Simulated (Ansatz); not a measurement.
# Stack of Cl-SiC-Cl chair under Nb2CS2 MXene, unshifted in a perpendicular field, part 2 of 3

What dipole does a perpendicular field induce in the stack of Cl-SiC-Cl chair under Nb2CS2 MXene, unshifted? A positive field points along +c.

Ansatz 0.2.0; plane-wave DFT, PBE-D3(BJ), Ansatz PAW (the session's first sound run).

So far. Step 2 (Relaxing the slab): The lattice constant a goes from 3.118 to 3.249 Å.

## 3. Single point, field 0, start network

A sawtooth potential applies the field, turning back in the middle of the vacuum. With the dipole correction the typed value is the field outside the slab. The induced dipole is small, so the SCF threshold is tight.

The cell differs from the one that the last finished run ended in (c 58.175 → 31.492 Å).

File input.yaml:

```yaml
crystal:
  lattice:
    - [3.2491898337, 0.0, 0.0]
    - [-1.6245949169, 2.8138809377, 0.0]
    - [0.0, 0.0, 31.4916313171]
  atoms:
    - { symbol: Cl, position: [0.6666666667, 0.3333333333, 0.2857902123] }
    - { symbol: C, position: [0.6666666667, 0.3333333333, 0.3439244505] }
    - { symbol: Si, position: [0.3333333333, 0.6666666667, 0.3613301278] }
    - { symbol: Cl, position: [0.3333333333, 0.6666666667, 0.4261421587] }
    - { symbol: S, position: [0.3333333333, 0.6666666667, 0.534432818] }
    - { symbol: Nb, position: [0.6666666667, 0.3333333333, 0.5864365581] }
    - { symbol: C, position: [0.0, 0.0, 0.6242784083] }
    - { symbol: Nb, position: [0.3333333333, 0.6666666667, 0.6620825764] }
    - { symbol: S, position: [0.6666666667, 0.3333333333, 0.7142097877] }
kpoints:
  mp_grid: { grid: [18, 18, 1] }
  band_path:
    path: [[0, 0, 0], [0.5, 0, 0], [0.33333333, 0.33333333, 0], [0, 0, 0]]
    npoints: 16
hamiltonian:
  xc: pbe
  dispersion: d3bj
scf:
  occupations: { method: fermi_dirac, width: 0.02585 }
  convergence: { dr2_threshold: 1.0e-10 }
efield:
  axis: 3
  dipole_correction: true
  ramp_position: 0.97
  ramp_width: 0.06
  amplitude: 0
output:
  dos: { projected: true, e_range: [-6, 5] }
  bader: true
  write_potential: true
  write_density: true
  volumetric_format: npy
  elf: true
```

Launch:

```bash
ansatz run input.yaml --threads 4 --pin off --max-ram 6144MiB --backend cpu --events-out ev --progress --plain --runs-dir out
```

Numbers of over 12 decimals in the logs are rounded to 6 here.

Output:

```text
[...]
Crystal: 9 atoms, lattice volume = 287.923 Å³
Basis set: ecut = 420 eV, 5709 PW (Γ)
Bands: 41, of which v1, the nominal top of the filled ones, is band 32 counted from 1 (31 counted from 0)
Symmetry: 6 space group operations
[...]
k-points: 37 of 324 (time reversal used)
[...]
SCF iter   1: F=—  HF=-14213.764282 eV  |F-HF|=—  |Δ(HF+E_count)|=         —  Δρ=2.49e-3  dr2=1.01e-1  ethr=1.77e-3  p=-0.052 e·Å  D=-3.27e-2 V/Å  ΔV_dip=1.03 eV  dr2_dipole=2.05e-2  V_vac-E_F(+/−)=5.66/4.63 eV  ⟨swp⟩=8.9  Hψ=7717  notcnv=0  defer=8
efield: sawtooth ramp at fractional position 0.9700 (set: `efield.ramp_position`, or a place that a band, a saddle search or an elastic batch's reference lends), width 0.0600; the density the first Hamiltonian is built on has a dipole p = -0.052 e·Å; the dipole correction subtracts the counter field D = -3.27e-2 V/Å, which shifts the + side's vacuum level by +1.03 eV against the − side's; the planar-averaged density in the ramp window peaks in size at 3.3e-5 e/Å³
[...]
SCF iter   2: F=—  HF=-14217.338363 eV  |F-HF|=—  |Δ(HF+E_count)|=    3.57e0  Δρ=5.00e-2  dr2=2.55e2  ethr=1.58e-4  p=0.166 e·Å  D=1.04e-1 V/Å  ΔV_dip=-3.29 eV  dr2_dipole=1.56e2  V_vac-E_F(+/−)=4.29/7.58 eV  ⟨swp⟩=4.9  Hψ=3761  notcnv=0  defer=108
[...]
SCF iter  20: F=-14213.744512 eV  HF=-14213.744512 eV  |F-HF|=5.28e-11  |Δ(HF+E_count)|=  7.64e-11  Δρ=6.11e-8  dr2=4.93e-11  ethr=1.00e-12  p=-0.014 e·Å  D=-8.79e-3 V/Å  ΔV_dip=0.28 eV  dr2_dipole=1.64e-11  V_vac-E_F(+/−)=5.63/5.35 eV  ⟨swp⟩=11.2  Hψ=4791  notcnv=0
SCF 1 converged in 20 iterations: F = -14213.744512 eV  dr2 = 4.93e-11
[...]
NSCF: frozen V_eff on 49 k-points
efield: sawtooth ramp at fractional position 0.9700 (kept from the solve that this one continues, or follows in the run), width 0.0600; the density the first Hamiltonian is built on has a dipole p = -0.014 e·Å; the dipole correction subtracts the counter field D = -8.79e-3 V/Å, which shifts the + side's vacuum level by +0.28 eV against the − side's; the planar-averaged density in the ramp window peaks in size at 5.9e-7 e/Å³
[...]
SCF converged after 20 iterations
Free energy (F): -14213.744512 eV
[...]
Internal energy: -14213.742215 eV  (E = F + TS)
E sigma→0 (E₀):  -14213.743364 eV
Entropy (-TS):   -0.002297 eV (-0.255 meV/atom)
Fermi energy:    2.045342 eV
Dipole field:    D = -0.008794 V/Å  (p = -0.013992 e·Å, saw-weighted, corrected)
Work function:   Φ+ = 5.6313 eV   Φ− = 5.3543 eV
Levels:          The Fermi level and band energies are counted from a zero that moves with the ramp; work functions are not
[...]
--- Band table (eV; the first three rows and the last of 37) ---
  k-point 0: bands = [... 28 lower, 1.3418, 1.8618, 1.9741, 1.9741, 2.0971, 2.0971, 3.5422, 3.5422, ... 5 higher]
  k-point 1: bands = [... 28 lower, 1.1418, 1.7037, 1.8285, 1.9455, 2.2521, 2.3195, 3.5419, 3.6113, ... 5 higher]
  k-point 2: bands = [... 28 lower, 0.8376, 1.4329, 1.4726, 1.8647, 2.4355, 2.5797, 3.5782, 3.8578, ... 5 higher]
  k-point 36: bands = [... 28 lower, -1.1367, -0.5855, -0.5303, 2.8609, 3.0195, 3.0210, 4.6686, 4.6694, ... 5 higher]
--- Bader charges: 9 sites ---
  site symbol  charge [e]  shift [e]
     0     Cl     -0.2075     0.0010
     1      C     -1.7683     0.0117
     2     Si      2.7082     0.0160
     3     Cl     -0.7363     0.0033
     4      S     -0.7861     0.0008
     5     Nb      1.6912     0.0015
     6      C     -1.8036     0.0015
     7     Nb      1.6913     0.0015
     8      S     -0.7890     0.0008
  estimated error of the sums over rays = 7.3e-4 e
```

Elapsed: 52 s, on 4 threads of Arm Neoverse V1, shared host; peak memory 0.91 GiB.

This step gave:

| Quantity | Value |
| --- | --- |
| energy at zero smearing | -14213.7434 eV |
| work function, upper face | 5.631 eV |
| work function, lower face | 5.354 eV |
| dipole along the normal | -0.01399 e·Å |
| step between the vacuum levels | 0.2769 eV |

Running mean over a fixed 2.8 Å (it still follows the layers) of the planar mean; the ramp of the sawtooth is left out. Electron's electrostatic potential energy less the Fermi level against z:

```tsv
z (Å)	electron's electrostatic potential energy less the Fermi level (eV)
4	5.35
5	5.35
6	5.34
7	4.83
8	1.10
9	-1.18
10	-6.48
11	-6.90
12	-7.17
13	-2.97
14	0.00527
15	2.31
16	-0.234
17	-5.99
18	-11.0
19	-12.2
20	-13.2
21	-11.3
22	-8.55
23	-1.43
24	2.99
25	5.47
26	5.62
27	5.63
28	5.63
```

The density of states has structure finer than the step of the table below, so its rows give means over 0.2 eV, whole bins alone (the curve runs from -6 to 1.99 eV). Peaks (eV: height): -5.86: 26.0, -5.15: 15.1, -4.51: 12.9, -4.29: 14.1, -4.02: 10.2, -3.93: 10.8, -3.27: 10.5.

Density of states against energy, zero at the Fermi level; means over each step:

```tsv
energy (eV)	density of states (states/eV a cell)
-5.8	7.70
-5.6	4.12
-5.4	3.70
-5.2	7.19
-5.0	6.69
-4.8	5.19
-4.6	7.57
-4.4	10.8
-4.2	7.17
-4.0	8.74
-3.8	6.53
-3.6	5.57
-3.4	4.99
-3.2	7.68
-3.0	6.20
-2.8	5.65
-2.6	5.85
-2.4	6.67
-2.2	7.91
-2.0	7.71
-1.8	4.85
-1.6	3.72
-1.4	3.20
-1.2	4.46
-1.0	2.59
-0.8	3.90
-0.6	3.16
-0.4	2.43
-0.2	1.67
0.0	1.23
0.2	1.94
0.4	1.94
0.6	1.43
0.8	1.37
1.0	1.56
1.2	1.48
1.4	2.00
1.6	3.72
1.8	4.44
```

Projected DOS per atom over height of the atomic layer and energy from the Fermi level. Layers: Cl C Si Cl S Nb C Nb S from below.

Ten even steps from '0' (0.00 states/eV) to '9' (2.17 states/eV), each cell a mean:
```
000018181
000004050
000002020
000002020
000012021
000001010
300011011
410012021
400121112
300411011
300642024
300773138
300552025
410442125
620542124
220443133
231634632
231247975
231422322
322543333
221102220
442302210
```
Columns: height of the atomic layer (Å) from 9 to 22.5 (not evenly spaced); rows upwards: energy from the Fermi level (eV) from -5.96 to 1.96.

The electronic bands at the labelled points (eV, zero at the Fermi level):

```tsv
point	band 29	band 30	band 31	band 32	band 33	band 34	band 35	band 36
Γ	-0.70	-0.18	-0.07	-0.07	0.05	0.05	1.50	1.50
halfway	-1.73	-1.44	-1.39	-0.50	0.78	1.12	1.72	2.45
M	-2.09	-2.02	-1.19	-0.87	1.48	2.08	2.29	2.69
halfway	-2.64	-2.44	-1.61	-0.57	1.64	1.93	2.19	2.98
K	-3.18	-2.63	-2.58	0.82	0.97	0.98	2.62	2.62
halfway	-2.02	-1.83	-0.95	-0.34	-0.16	1.80	2.17	2.52
Γ	-0.70	-0.18	-0.07	-0.07	0.05	0.05	1.50	1.50
```

Electrostatic potential energy in the ca plane at fractional y = 0.333, with atoms of Cl and C and Nb and S within 0.2 Å of it. With pseudopotentials it is smooth inside the atoms' cores, unlike the true potential.

Ten even steps from '0' (-48 eV) to '9' (8 eV), each cell a mean:
```
78899999999999999875325788888875579999999999
16899999999999999851001589988742237999999999
04899999999999999840000489998723326999999999
26899999999999999861001688888742247999999999
78899999999999999875336888878876679999999999
87889988999999988888888888766889999999999999
77789888999999987888888887656789999999999999
87889988999999988888778888767888999999999999
```
Columns run along c (16.0 Å, from fractional 0.35 to 0.86 of the cell; values clipped at the 3rd and 97th percentile), rows up along a (3.2 Å). Atoms in or near the plane, at fractional coordinates: Nb at (0.59, 0.67), S at (0.71, 0.67).

ELF in the ca plane at fractional y = 0.333, with atoms of Cl and C and Nb and S within 0.2 Å of it. It is the smooth field of the valence electrons, not physical close to the nuclei.

Ten even steps from '0' (0.00) to '9' (0.91), each cell a mean:
```
00000000000000003799984479962124553100134553
00000000000000014798777656762000100000001222
00000000000000014786368721551000000000000112
00000000000000014799887667862001110000011222
00000000000000003799984479962135653100135653
00000000000000000245531157742368986300467886
00000000000000000001100024433478997300478887
00000000000000001356641257752368986200367886
```
Columns run along c (16.0 Å, from fractional 0.06 to 0.57 of the cell), rows up along a (3.2 Å). Atoms in or near the plane, at fractional coordinates: Cl at (0.29, 0.67), C at (0.34, 0.67).

Valence density in the ca plane at fractional y = 0.333, with atoms of Cl and C and Nb and S within 0.2 Å of it. It is the smooth field of the valence electrons, not physical close to the nuclei.

Values in e/Å³, 5 rows by 16 columns, each cell a mean:
```
0.0 0.8 1.0 0.7 0.7 0.1 0.1 0.0 0.0 0.2 0.6 2.4 0.6 0.2 0.5 0.9
0.1 1.0 1.1 1.3 1.0 0.1 0.0 0.0 0.0 0.1 1.1 4.8 1.0 0.2 0.6 0.7
0.0 0.8 1.1 0.8 0.7 0.1 0.1 0.0 0.0 0.2 0.6 2.5 0.6 0.2 0.5 0.9
0.0 0.1 0.2 0.2 0.3 0.2 0.5 0.1 0.1 0.4 0.4 0.3 0.4 0.6 0.4 0.2
0.0 0.1 0.2 0.2 0.3 0.2 0.5 0.1 0.1 0.4 0.4 0.3 0.4 0.6 0.4 0.2
```
Columns run along c (16.0 Å, from fractional 0.23 to 0.73 of the cell), rows up along a (3.2 Å). Atoms in or near the plane, at fractional coordinates: Cl at (0.29, 0.67), C at (0.34, 0.67), Nb at (0.59, 0.67), S at (0.71, 0.67).

The work function of the upper face is 5.63 eV.

## 4. Atoms held, field 0.1 V/Å

Changes to input.yaml since step 3:

```diff
@@ -29,8 +29,6 @@
   dipole_correction: true
-  ramp_position: 0.97
-  ramp_width: 0.06
-  amplitude: 0
+  ramp_position: 0.9603
+  ramp_width: 0.0803
+  amplitude: 0.1
 output:
-  dos: { projected: true, e_range: [-6, 5] }
-  bader: true
   write_potential: true
@@ -38,2 +36 @@
   volumetric_format: npy
-  elf: true
```

Output:

```text
[...]
Crystal: 9 atoms, lattice volume = 287.923 Å³
Basis set: ecut = 420 eV, 5709 PW (Γ)
Bands: 41, of which v1, the nominal top of the filled ones, is band 32 counted from 1 (31 counted from 0)
Symmetry: 6 space group operations
[...]
k-points: 37 of 324 (time reversal used)
[...]
k-point 0: bands = [... 28 lower, 1.4053, 1.9045, 1.9045, 1.9260, 2.1612, 2.1612, 3.6059, 3.6059, ... 5 higher]
  k-point 1: bands = [... 28 lower, 1.2055, 1.7529, 1.7737, 1.8758, 2.3163, 2.3837, 3.6055, 3.6749, ... 5 higher]
  k-point 2: bands = [... 28 lower, 0.9012, 1.3684, 1.5314, 1.7953, 2.4996, 2.6441, 3.6418, 3.9215, ... 5 higher]
  k-point 36: bands = [... 28 lower, -1.0626, -0.6445, -0.5965, 2.9250, 3.0833, 3.0847, 4.7317, 4.7338, ... 5 higher]
[key lines of the parts left out:]
SCF converged after 17 iterations
Free energy (F): -14213.746692 eV
Fermi energy:    2.107648 eV
Dipole field:    D = 0.035356 V/Å  (p = 0.056256 e·Å, saw-weighted, corrected)
```

Wall time 33 s (4 threads); peak memory 0.87 GiB; 2.2 min of CPU time.

The dipole is 0.0563 e·Å, 0.0702 e·Å from its value without field.

## 5. Atoms held, field -0.1 V/Å

Changes to input.yaml since step 4:

```diff
@@ -31,3 +31,3 @@
   ramp_width: 0.0803
-  amplitude: 0.1
+  amplitude: -0.1
 output:
```

Output:

```text
[...]
Crystal: 9 atoms, lattice volume = 287.923 Å³
Basis set: ecut = 420 eV, 5709 PW (Γ)
Bands: 41, of which v1, the nominal top of the filled ones, is band 32 counted from 1 (31 counted from 0)
Symmetry: 6 space group operations
[...]
k-points: 37 of 324 (time reversal used)
[...]
k-point 0: bands = [... 28 lower, 1.3210, 1.8388, 1.9922, 1.9922, 2.0748, 2.0748, 3.5214, 3.5214, ... 5 higher]
  k-point 1: bands = [... 28 lower, 1.1208, 1.6814, 1.8467, 1.9638, 2.2299, 2.2969, 3.5210, 3.5904, ... 5 higher]
  k-point 2: bands = [... 28 lower, 0.8164, 1.4344, 1.4676, 1.8830, 2.4136, 2.5568, 3.5572, 3.8369, ... 5 higher]
  k-point 36: bands = [... 28 lower, -1.1666, -0.5680, -0.5120, 2.8387, 2.9971, 3.0006, 4.6462, 4.6490, ... 5 higher]
[key lines of the parts left out:]
SCF converged after 18 iterations
Free energy (F): -14213.749656 eV
Fermi energy:    2.028057 eV
Dipole field:    D = -0.056049 V/Å  (p = -0.089183 e·Å, saw-weighted, corrected)
```

The job ended after 33 s (4 threads; peak memory 0.88 GiB).

The dipole is -0.0892 e·Å, -0.0752 e·Å from its value without field.

## 6. Atoms held, field 0.2 V/Å

Changes to input.yaml since step 5:

```diff
@@ -31,3 +31,3 @@
   ramp_width: 0.0803
-  amplitude: -0.1
+  amplitude: 0.2
 output:
```

Output:

```text
[...]
Crystal: 9 atoms, lattice volume = 287.923 Å³
Basis set: ecut = 420 eV, 5709 PW (Γ)
Bands: 41, of which v1, the nominal top of the filled ones, is band 32 counted from 1 (31 counted from 0)
Symmetry: 6 space group operations
[...]
k-points: 37 of 324 (time reversal used)
[...]
k-point 0: bands = [... 28 lower, 1.4968, 1.8015, 1.8015, 2.0172, 2.2529, 2.2529, 3.6974, 3.6974, ... 5 higher]
  k-point 1: bands = [... 28 lower, 1.2970, 1.6547, 1.7730, 1.8604, 2.4080, 2.4751, 3.6970, 3.7665, ... 5 higher]
  k-point 2: bands = [... 28 lower, 0.9928, 1.2668, 1.6222, 1.6930, 2.5912, 2.7354, 3.7332, 4.0130, ... 5 higher]
  k-point 36: bands = [... 28 lower, -0.9588, -0.7181, -0.6930, 3.0165, 3.1729, 3.1779, 4.8212, 4.8270, ... 5 higher]
[key lines of the parts left out:]
SCF converged after 16 iterations
Free energy (F): -14213.755671 eV
Fermi energy:    2.199052 eV
Dipole field:    D = 0.077486 V/Å  (p = 0.123292 e·Å, saw-weighted, corrected)
```

Run time: 34 s. Hardware: 4 threads; peak memory 0.88 GiB; 2.2 min of CPU time.

The dipole is 0.123 e·Å, 0.137 e·Å from its value without field.

## 7. Atoms held, field -0.2 V/Å

Changes to input.yaml since step 6:

```diff
@@ -31,3 +31,3 @@
   ramp_width: 0.0803
-  amplitude: 0.2
+  amplitude: -0.2
 output:
```

Output:

```text
[...]
Crystal: 9 atoms, lattice volume = 287.923 Å³
Basis set: ecut = 420 eV, 5709 PW (Γ)
Bands: 41, of which v1, the nominal top of the filled ones, is band 32 counted from 1 (31 counted from 0)
Symmetry: 6 space group operations
[...]
k-points: 37 of 324 (time reversal used)
[...]
k-point 0: bands = [... 28 lower, 1.3075, 1.8228, 2.0012, 2.0012, 2.0596, 2.0596, 3.5077, 3.5077, ... 5 higher]
  k-point 1: bands = [... 28 lower, 1.1070, 1.6660, 1.8561, 1.9730, 2.2148, 2.2813, 3.5072, 3.5768, ... 5 higher]
  k-point 2: bands = [... 28 lower, 0.8023, 1.4236, 1.4731, 1.8922, 2.3989, 2.5408, 3.5433, 3.8232, ... 5 higher]
  k-point 36: bands = [... 28 lower, -1.1881, -0.5581, -0.5020, 2.8236, 2.9819, 2.9873, 4.6310, 4.6356, ... 5 higher]
[key lines of the parts left out:]
SCF converged after 24 iterations
Free energy (F): -14213.762374 eV
Fermi energy:    2.019127 eV
Dipole field:    D = -0.103853 V/Å  (p = -0.165248 e·Å, saw-weighted, corrected)
```

Run time: 37 s. Hardware: 4 threads; peak memory 0.88 GiB.

The dipole is -0.165 e·Å, -0.151 e·Å from its value without field.

## 8. Atoms held, field 0.35 V/Å

Changes to input.yaml since step 7:

```diff
@@ -29,6 +29,8 @@
   dipole_correction: true
-  ramp_position: 0.9603
-  ramp_width: 0.0803
-  amplitude: -0.2
+  ramp_position: 0.9417
+  ramp_width: 0.1175
+  amplitude: 0.35
 output:
+  dos: { projected: true, e_range: [-6, 5] }
+  bader: true
   write_potential: true
@@ -36 +38,2 @@
   volumetric_format: npy
+  elf: true
```

Output:

```text
[...]
Crystal: 9 atoms, lattice volume = 287.923 Å³
Basis set: ecut = 420 eV, 5709 PW (Γ)
Bands: 41, of which v1, the nominal top of the filled ones, is band 32 counted from 1 (31 counted from 0)
Symmetry: 6 space group operations
[...]
k-points: 37 of 324 (time reversal used)
[...]
--- Bader charges: 9 sites ---
  site symbol  charge [e]  shift [e]
     0     Cl     -0.2240     0.0010
     1      C     -1.7642     0.0117
     2     Si      2.7098     0.0160
     3     Cl     -0.7302     0.0033
     4      S     -0.7972     0.0008
     5     Nb      1.6895     0.0015
     6      C     -1.8035     0.0015
     7     Nb      1.6931     0.0015
     8      S     -0.7732     0.0008
  estimated error of the sums over rays = 7.7e-4 e
[key lines of the parts left out:]
SCF converged after 18 iterations
Free energy (F): -14213.781698 eV
Fermi energy:    2.336005 eV
Dipole field:    D = 0.140617 V/Å  (p = 0.223745 e·Å, saw-weighted, corrected)
```

The job ended after 54 s (4 threads; peak memory 0.89 GiB).

The dipole is 0.224 e·Å, 0.238 e·Å from its value without field.

## 9. Response, atoms held

This step: plane-wave DFT, PBE-D3(BJ), Ansatz PAW; response to a field along the normal, atoms held (Ansatz 0.2.0).

The dipoles give the slope, and the difference of two potentials shows where the field is screened.

Numbers from this step:

```yaml
equivalent_conductor_thickness_p_eps_0ae: 14.39 Å
distance_between_the_outer_atoms: 13.49 Å
```

Dipole of the cell against applied field:

```tsv
applied field (V/Å)	dipole of the cell (e·Å)
-0.200	-0.165
-0.100	-0.0892
0.000	-0.0140
0.100	0.0563
0.200	0.123
0.350	0.224
```

Local field over the applied field, running mean. From the potentials at -0.1 and 0.1 V/Å; running mean over 2.5 Å. The local field over applied field by z:

```tsv
z (Å)	local field over applied field
4.5	1.000
5.0	0.999
5.5	0.997
6.0	0.990
6.5	0.964
7.0	0.892
7.5	0.747
8.0	0.564
8.5	0.383
9.0	0.226
9.5	0.122
10.0	0.0686
10.5	0.0614
11.0	0.0720
11.5	0.0682
12.0	0.0522
12.5	0.0574
13.0	0.0729
13.5	0.100
14.0	0.147
14.5	0.193
15.0	0.217
15.5	0.207
16.0	0.162
16.5	0.103
17.0	0.0535
17.5	0.0260
18.0	0.0165
18.5	0.0140
19.0	0.0168
19.5	0.0195
20.0	0.0263
20.5	0.0271
21.0	0.0268
21.5	0.0403
22.0	0.0790
22.5	0.171
23.0	0.322
23.5	0.503
24.0	0.680
24.5	0.833
25.0	0.931
25.5	0.975
26.0	0.992
26.5	0.997
27.0	0.999
```

Electrons, planar mean, per unit field. Induced electron density against z:

```tsv
z (Å)	induced electron density (e/Å³ per V/Å)
4.5	5.2e-7
5.0	2.2e-6
5.5	8.8e-6
6.0	3.5e-5
6.5	1.4e-4
7.0	4.8e-4
7.5	0.00156
8.0	0.00374
8.5	0.00390
9.0	4.9e-4
9.5	4.4e-5
10.0	-7.0e-4
10.5	2.8e-4
11.0	0.00127
11.5	-0.00151
12.0	1.8e-5
12.5	7.2e-4
13.0	3.2e-5
13.5	-1.7e-4
14.0	-0.00159
14.5	-0.00120
15.0	-5.8e-5
15.5	9.3e-4
16.0	0.00140
16.5	5.7e-4
17.0	3.5e-4
17.5	1.8e-6
18.0	-1.6e-4
18.5	1.0e-4
19.0	1.5e-5
19.5	-3.6e-5
20.0	-1.1e-4
20.5	-1.3e-4
21.0	-1.6e-4
21.5	6.5e-4
22.0	-5.7e-4
22.5	-9.5e-4
23.0	-0.00236
23.5	-0.00368
24.0	-0.00222
24.5	-9.1e-4
25.0	-3.3e-4
25.5	-1.1e-4
26.0	-3.4e-5
26.5	-1.0e-5
27.0	-3.0e-6
```

By hand: between -0.1 and 0.1 V/Å the dipole changes by 0.1454 e·Å, a slope of 0.7272 e·Å²/V. A perfect conductor of thickness t has p = ε₀AEt, so t = 180.95 × 0.7272 / 9.143 = 14.39 Å (e/ε₀ = 180.95 V·Å, A in Å²).

The induced dipole is that of a conductor 14.39 Å thick.

(Continued in part 3 of 3.)

[Logs are printed without paths, hosts, clocks, repeated set-up lines and the standing remarks that a program may print on its own settings, such as how far it seeks lower states.]

[Hosts, paths, dates, database ids (printed as entryN), source tags and the programs' standing remarks are cut or masked in the printed files.]

[Maps of the electrostatic potential energy from Ansatz leave out the sawtooth potential of an applied field or a dipole correction, so their vacuum need not be flat; planar profiles and work functions include it.]

[The density of states shown here was stored with 400 of the rows of the run's finer table, so its peaks can read low, often by over a quarter, or be missed, and its means over a window can be off by a tenth or more.]
